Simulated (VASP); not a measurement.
# PbO (Litharge) (P4/nmm) in VASP: core levels with PBEsol

Aim: the core levels of PbO (Litharge) with PBEsol.

Program: VASP 6.6.1. These are calculated values, not measurements. Logs are shortened: lines on timing, memory, paths and dates and some standing lists are left out, and cuts for length are marked.

### Step 1. The crystal as given

Symmetry: P4/nmm, No. 129, tetragonal system. The conventional cell has a = 3.990 Å, b = 3.990 Å, c = 5.010 Å, α = 90.00°, β = 90.00°, γ = 90.00°. Around Pb (site symmetry 4mm) lie 4 O at 2.33 Å. O (site symmetry -4m2) has 4 Pb at 2.33 Å as nearest neighbours.

### Step 2. Core levels, PBEsol

INCAR

```
PREC     = Accurate       # precision mode
ENCUT    = 520            # plane-wave cutoff, eV
EDIFF    = 1E-7           # SCF threshold, eV
ISMEAR   = -1             # smearing method
SIGMA    = 0.05           # smearing width, eV
LREAL    = F              # projectors in reciprocal space
LASPH    = T              # aspherical terms in the spheres
NELM     = 80             # most SCF steps
ALGO     = Normal         # electronic algorithm
ISIF     = 2              # what is computed and relaxed
LWAVE    = F              # write WAVECAR
LCHARG   = F              # write CHGCAR
GGA      = PS             # functional
ICORELEVEL= 1
```

KPOINTS

```
regular mesh
0
Gamma
  8 8 7
```

POSCAR

```
PbO
1.0
    3.9900000000      0.0000000000      0.0000000000
    0.0000000000      3.9900000000      0.0000000000
    0.0000000000      0.0000000000      5.0100000000
Pb O
2 2
Direct
    0.0000000000      0.5000000000      0.2400000000
    0.5000000000      0.0000000000      0.7600000000
    0.0000000000      0.0000000000      0.0000000000
    0.5000000000      0.5000000000      0.0000000000
```

Potentials or basis: VASP PAW PBE potentials, release 64 (Pb_d, O).

Run with:

```
$ cat potpaw_PBE.64/Pb_d/POTCAR potpaw_PBE.64/O/POTCAR > POTCAR
$ mpirun -np 1 vasp_std > vasp.out
```

OUTCAR:

```text
PREC = Accurate
   ENCUT = 520
   EDIFF = 1E-7
   ISMEAR = -1
   LREAL = F
   LASPH = T
   NELM = 80
   ISIF = 2
   GGA = PS

 ion  position               nearest neighbor table
   1  0.000  0.500  0.240-   3 2.33   4 2.33   3 2.33   4 2.33   2 3.71   2 3.71   2 3.71   2 3.71
                             2 3.84   2 3.84   2 3.84   2 3.84
   2  0.500  0.000  0.760-   3 2.33   4 2.33   4 2.33   3 2.33   1 3.71   1 3.71   1 3.71   1 3.71
                             1 3.84   1 3.84   1 3.84   1 3.84
   3  0.000  0.000  0.000-   1 2.33   2 2.33   1 2.33   2 2.33
   4  0.500  0.500  0.000-   1 2.33   2 2.33   2 2.33   1 2.33

  LATTYP: Found a simple tetragonal cell.
 ALAT       =     3.9900000000
 C/A-ratio  =     1.2556390977

  Lattice vectors:

 A1 = (   3.9900000000,   0.0000000000,   0.0000000000)
 A2 = (   0.0000000000,   3.9900000000,   0.0000000000)
 A3 = (   0.0000000000,   0.0000000000,   5.0100000000)

Analysis of symmetry for initial positions (statically):
=====================================================================
 Subroutine PRICEL returns:
 Original cell was already a primitive cell.

 Routine SETGRP: Setting up the symmetry group for a
 simple tetragonal supercell.

 Subroutine GETGRP returns: Found 16 space group operations
 (whereof  8 operations were pure point group operations)
 out of a pool of 16 trial point group operations.

The static configuration has the point symmetry D_2d.
 The point group associated with its full space group is D_4h.

Analysis of symmetry for dynamics (positions and initial velocities):
=====================================================================
 Subroutine PRICEL returns:
 Original cell was already a primitive cell.

 Routine SETGRP: Setting up the symmetry group for a
 simple tetragonal supercell.

 Subroutine GETGRP returns: Found 16 space group operations
 (whereof  8 operations were pure point group operations)
 out of a pool of 16 trial point group operations.

The dynamic configuration has the point symmetry D_2d.
 The point group associated with its full space group is D_4h.

 Subroutine INISYM returns: Found 16 space group operations
 (whereof  8 operations are pure point group operations),
 and found     1 'primitive' translations

----------------------------------------------------------------------------------------

                                     Primitive cell

  volume of cell :      79.7597

  direct lattice vectors                    reciprocal lattice vectors
     3.990000000  0.000000000  0.000000000     0.250626566  0.000000000  0.000000000
     0.000000000  3.990000000  0.000000000     0.000000000  0.250626566  0.000000000
     0.000000000  0.000000000  5.010000000     0.000000000  0.000000000  0.199600798

  length of vectors
     3.990000000  3.990000000  5.010000000     0.250626566  0.250626566  0.199600798

  position of ions in fractional coordinates (direct lattice)
     0.000000000  0.500000000  0.240000000
     0.500000000  0.000000000  0.760000000
     0.000000000  0.000000000  0.000000000
     0.500000000  0.500000000  0.000000000

  ion indices of the primitive-cell ions
   primitive index   ion index
                 1           1
                 2           2
                 3           3
                 4           4

----------------------------------------------------------------------------------------

 KPOINTS: regular mesh

Automatic generation of k-mesh.
 Grid dimensions read from file:
 generate k-points for:    8    8    7

 Generating k-lattice:

  Cartesian coordinates                     Fractional coordinates (reciprocal lattice)
     0.031328321  0.000000000  0.000000000     0.125000000  0.000000000  0.000000000
     0.000000000  0.031328321  0.000000000     0.000000000  0.125000000  0.000000000
     0.000000000  0.000000000  0.028514400     0.000000000  0.000000000  0.142857143

  Length of vectors
     0.031328321  0.031328321  0.028514400

  Shift w.r.t. Gamma in fractional coordinates (k-lattice)
     0.000000000  0.000000000  0.000000000

 Subroutine IBZKPT returns following result:
 ===========================================

 Found     60 irreducible k-points:

 Following reciprocal coordinates:
            Coordinates               Weight
  0.000000  0.000000  0.000000      1.000000
  0.125000  0.000000  0.000000      4.000000
  0.250000  0.000000  0.000000      4.000000
  0.375000  0.000000  0.000000      4.000000
  0.500000  0.000000  0.000000      2.000000
  0.125000  0.125000  0.000000      4.000000
[... 16 lines left out ...]
  0.375000  0.125000  0.142857     16.000000
  0.500000  0.125000  0.142857      8.000000
 [... further k-points ...]
   k-points           NKPTS =     60   k-points in BZ     NKDIM =     60   number of bands    NBANDS=     24
   number of dos      NEDOS =    301   number of ions     NIONS =      4
   total plane-waves  NPLWV =  36000
   dimension x,y,z NGX =    30 NGY =   30 NGZ =   40
   dimension x,y,z NGXF=    60 NGYF=   60 NGZF=   80
   ions per type =               2   2
   NGX,Y,Z   is equivalent  to a cutoff of  12.50, 12.50, 13.27 a.u.
   NGXF,Y,Z  is equivalent  to a cutoff of  25.00, 25.00, 26.55 a.u.
 SYSTEM =  unknown system
   PREC   = accura    normal or accurate (medium, high low for compatibility)
   ISTART =      0    job   : 0-new  1-cont  2-samecut
   ICHARG =      2    charge: 1-file 2-atom 10-const
   ISPIN  =      1    spin polarized calculation?
   LNONCOLLINEAR =      F non collinear calculations
   LSORBIT =      F    spin-orbit coupling
   LASPH  =      T    aspherical Exc in radial PAW
   ENCUT  =  520.0 eV  38.22 Ry    6.18 a.u.   7.42  7.42  9.32*2*pi/ulx,y,z
   NELM   =     80;   NELMIN=  2; NELMDL= -5     # of ELM steps
   EDIFF  = 0.1E-06   stopping-criterion for ELM
   LREAL  =      F    real-space projection
   EDIFFG = 0.1E-05   stopping-criterion for IOM
   NSW    =      0    number of steps for IOM
   IBRION =     -1    ionic relax: 0-MD 1-quasi-New 2-CG
   NFREE  =      0    steps in history (QN), initial steepest desc. (CG)
   ISIF   =      2    stress and relaxation
   ISYM   =      2    0-nonsym 1-usesym 2-fastsym
   POTIM  = 0.5000    time-step for ionic-motion
   TEBEG  =    0.0;   TEEND  =   0.0 temperature during run
   PSTRESS=    0.0 pullay stress
   NELECT =      40.0000    total number of electrons
   NUPDOWN=      -1.0000    fix difference up-down
   EMIN   =  10.00;   EMAX   =-10.00  energy-range for DOS
   EFERMI =   0.00;   METHOD = LEGACY
   ISMEAR =    -1;   SIGMA  =   0.05  broadening in eV -4-tet -1-fermi 0-gaus
   EFERMI_NEDOS =   21; number of points for ismear=-14 and -15
   IALGO  =     38    algorithm
   IMIX   =      4    mixing-type and parameters
     AMIX     =   0.40;   BMIX     =  1.00
     AMIX_MAG =   1.60;   BMIX_MAG =  1.00
  volume/ion in A,a.u.               =      19.94       134.56
  Fermi-wavevector in a.u.,A,eV,Ry     =   1.300670  2.457909 23.017539  1.691741
  Thomas-Fermi vector in A             =   2.431853
   LORBIT       =      0    0 simple, 1 ext, 2 COOP (PROOUT), +10 PAW based schemes
   GGA     = PS    functional components
   LHFCALC =     F    Hartree Fock is set to
   AEXX    =    0.0000 exact exchange contribution
   IVDW    =     0    specifies the selected vdW correction
   LEPSILON=     F    determine dielectric tensor
   LRPA    =     F    only Hartree local field effects (RPA)
 non-spin polarized calculation
  energy-cutoff  :      520.00
  volume of cell :       79.76
 maximum number of plane-waves:      2187
 NGX is ok and might be reduce to    30
   NGX = 15   NGY = 15   NGZ = 19

 number of electron      39.9999999 magnetization

 Free energy of the ion-electron system (eV)
  ---------------------------------------------------
  ext. energy  EPLUGINS =         0.00000000
  ---------------------------------------------------
  free energy    TOTEN  =       -22.86875589 eV

  energy without entropy =      -22.86875547  energy(sigma->0) =      -22.86875568

 the core state eigenenergies are
   1-  1s -88081.5261  2s -15743.0118  2p -13497.7743  3s  -3771.2746  3p  -3127.8124
       3d  -2472.8618  4s   -845.8154  4p   -635.0238  4d   -391.4117  4f   -122.4452
       5s   -133.6455  5p    -75.3522
   2-  1s -88081.5261  2s -15743.0118  2p -13497.7743  3s  -3771.2746  3p  -3127.8124
       3d  -2472.8618  4s   -845.8154  4p   -635.0238  4d   -391.4117  4f   -122.4452
       5s   -133.6455  5p    -75.3522
   3-  1s   -500.4604
   4-  1s   -500.4604

 E-fermi :   5.4870     XC(G=0): -10.0714

 val. band max:        4.8994613115   @ k =   0.1250   0.0000   0.0000
 cond. band min:       5.9956454597   @ k =   0.5000   0.5000   0.0000
 fundamental gap:      1.0961841482
 Fermi energy:         5.4869686429

 k-point     1 :       0.0000    0.0000    0.0000
  band No.  band energies     occupation
      1     -13.2979      2.00000
      2     -12.7669      2.00000
      3     -11.0274      2.00000
      4     -11.0274      2.00000
      5     -10.9663      2.00000
      6     -10.9499      2.00000
[... 16 lines left out ...]
     23      10.4274      0.00000
     24      10.4274      0.00000

 k-point     2 :       0.1250    0.0000    0.0000
  band No.  band energies     occupation
      1     -13.2644      2.00000
      2     -12.7776      2.00000
      3     -11.0196      2.00000
      4     -11.0191      2.00000
      5     -10.9550      2.00000
      6     -10.9410      2.00000
[... 16 lines left out ...]
     23      10.5100      0.00000
     24      10.8039      0.00000

 k-point     3 :       0.2500    0.0000    0.0000
  band No.  band energies     occupation
      1     -13.1775      2.00000
      2     -12.8126      2.00000
      3     -10.9979      2.00000
      4     -10.9956      2.00000
      5     -10.9222      2.00000
      6     -10.9184      2.00000
[... 16 lines left out ...]
     23      10.3677      0.00000
     24      10.7492      0.00000

 k-point     4 :       0.3750    0.0000    0.0000
  band No.  band energies     occupation
      1     -13.0676      2.00000
      2     -12.8747      2.00000
      3     -10.9668      2.00000
      4     -10.9637      2.00000
      5     -10.9132      2.00000
      6     -10.9059      2.00000
[... 16 lines left out ...]
     23      10.7650      0.00000
     24      11.1091      0.00000

 k-point     5 :       0.5000    0.0000    0.0000
  band No.  band energies     occupation
      1     -12.9619      2.00000
      2     -12.9619      2.00000
      3     -10.9335      2.00000
      4     -10.9335      2.00000
      5     -10.9329      2.00000
      6     -10.9329      2.00000
[... 16 lines left out ...]
     23      11.4689      0.00000
     24      11.4690      0.00000

 k-point     6 :       0.1250    0.1250    0.0000
  band No.  band energies     occupation
      1     -13.2335      2.00000
      2     -12.7876      2.00000
      3     -11.0246      2.00000
      4     -10.9967      2.00000
      5     -10.9447      2.00000
      6     -10.9342      2.00000
[... 16 lines left out ...]
     23       9.6291      0.00000
     24      10.4467      0.00000

 k-point     7 :       0.2500    0.1250    0.0000
  band No.  band energies     occupation
      1     -13.1536      2.00000
      2     -12.8198      2.00000
      3     -11.0081      2.00000
      4     -10.9658      2.00000
      5     -10.9156      2.00000
      6     -10.9144      2.00000
[... 16 lines left out ...]
     23       9.9223      0.00000
     24      10.0264      0.00000

 k-point     8 :       0.3750    0.1250    0.0000
  band No.  band energies     occupation
      1     -13.0533      2.00000
      2     -12.8772      2.00000
      3     -10.9759      2.00000
      4     -10.9361      2.00000
      5     -10.9157      2.00000
      6     -10.8985      2.00000
[... 16 lines left out ...]
     23      10.3684      0.00000
     24      10.4947      0.00000

 k-point     9 :       0.5000    0.1250    0.0000
  band No.  band energies     occupation
      1     -12.9570      2.00000
      2     -12.9570      2.00000
      3     -10.9408      2.00000
      4     -10.9408      2.00000
      5     -10.9135      2.00000
      6     -10.9135      2.00000
[... 16 lines left out ...]
     23      10.7305      0.00000
     24      10.7305      0.00000

 k-point    10 :       0.2500    0.2500    0.0000
  band No.  band energies     occupation
      1     -13.0929      2.00000
      2     -12.8440      2.00000
      3     -10.9895      2.00000
      4     -10.9373      2.00000
      5     -10.8981      2.00000
      6     -10.8951      2.00000
[... 16 lines left out ...]
     23       9.5833      0.00000
     24       9.9859      0.00000

 k-point    11 :       0.3750    0.2500    0.0000
  band No.  band energies     occupation
      1     -13.0183      2.00000
      2     -12.8874      2.00000
      3     -10.9500      2.00000
      4     -10.9243      2.00000
      5     -10.9113      2.00000
      6     -10.8874      2.00000
      7     -10.8465      2.00000
      8     -10.8095      2.00000
      9     -10.8062      2.00000
     10     -10.7885      2.00000
     11     -10.3411      2.00000

------------------------ aborting loop because EDIFF is reached ----------------------------------------

  FORCE on cell =-STRESS in cart. coord.  units (eV):
  Direction    XX          YY          ZZ          XY          YZ          ZX
  --------------------------------------------------------------------------------------
  -------------------------------------------------------------------------------------
  Total       -0.3506115     -0.3506115     -0.5438046      0.0000000     -0.0000000      0.0000000
  in kB       -7.0429274     -7.0429274    -10.9237047      0.0000000     -0.0000000      0.0000000
  external PRESSURE =      -8.3365198 kB  Pullay stress =       0.0000000 kB

 VOLUME and BASIS-vectors are now :
 -----------------------------------------------------------------------------
  energy-cutoff  :      520.00
  volume of cell :       79.76
      direct lattice vectors                 reciprocal lattice vectors
     3.990000000  0.000000000  0.000000000     0.250626566  0.000000000  0.000000000
     0.000000000  3.990000000  0.000000000     0.000000000  0.250626566  0.000000000
     0.000000000  0.000000000  5.010000000     0.000000000  0.000000000  0.199600798

 POSITION                                       TOTAL-FORCE (eV/Angst)
 -----------------------------------------------------------------------------------
      0.00000      1.99500      1.20240         0.000000     -0.000000     -0.288124
      1.99500      0.00000      3.80760         0.000000      0.000000      0.288124
      0.00000      0.00000      0.00000         0.000000      0.000000      0.000000
      1.99500      1.99500      0.00000         0.000000     -0.000000      0.000000
 -----------------------------------------------------------------------------------
    total drift:                                0.000000      0.000000      0.000000

  FREE ENERGIE OF THE ION-ELECTRON SYSTEM (eV)
  ---------------------------------------------------
  free  energy   TOTEN  =       -22.8687558879 eV

  energy  without entropy=      -22.8687554655  energy(sigma->0) =      -22.86875568
```

Wall time 68 s (1 thread of Intel Xeon 6975P-C (Granite Rapids), shared host); peak memory 0.24 GiB.

Results:

```
Free energy            : -22.8688 eV
Pressure               : -0.8 GPa
Largest force          : 0.288 eV/Å
Band gap on the k mesh : 1.10 eV, indirect (least direct gap 2.05 eV)
```

Forces on the atoms (eV/Å):
```
Pb   0.000  0.000 -0.288
Pb   0.000  0.000  0.288
O    0.000  0.000  0.000
O    0.000  0.000  0.000
```

Levels at points of the mesh, in eV from the valence-band top:
| k point | band 16 | band 17 | band 18 | band 19 | band 20 | band 21 | band 22 | band 23 | band 24 |
| --- | --- | --- | --- | --- | --- | --- | --- | --- | --- |
| (0.00, 0.00, 0.00) | -4.20 | -1.65 | -1.57 | -1.57 | -0.01 | 2.35 | 5.51 | 5.53 | 5.53 |
| (0.50, 0.00, 0.00) | -3.14 | -2.93 | -2.93 | -1.65 | -1.65 | 3.34 | 3.34 | 6.57 | 6.57 |
| (0.50, 0.50, 0.00) | -3.36 | -1.66 | -1.66 | -0.95 | -0.95 | 1.10 | 1.10 | 5.17 | 5.17 |

Core levels (eV, on the scale of the bands):
```
atom                                                                                                                                      levels
1 Pb  1s -88081.5, 2s -15743.0, 2p -13497.8, 3s -3771.3, 3p -3127.8, 3d -2472.9, 4s -845.8, 4p -635.0, 4d -391.4, 4f -122.4, 5s -133.6, 5p -75.4
2 Pb  1s -88081.5, 2s -15743.0, 2p -13497.8, 3s -3771.3, 3p -3127.8, 3d -2472.9, 4s -845.8, 4p -635.0, 4d -391.4, 4f -122.4, 5s -133.6, 5p -75.4
 3 O                                                                                                                                   1s -500.5
 4 O                                                                                                                                   1s -500.5
```

Caveat: the PAW data sets were made with another functional, which shifts forces and pressure a little; spin-orbit coupling is left out, which as a rule narrows the gap of such compounds by several tenths of an eV; an odd mesh through Γ misses points on the zone boundary, where band edges often lie.
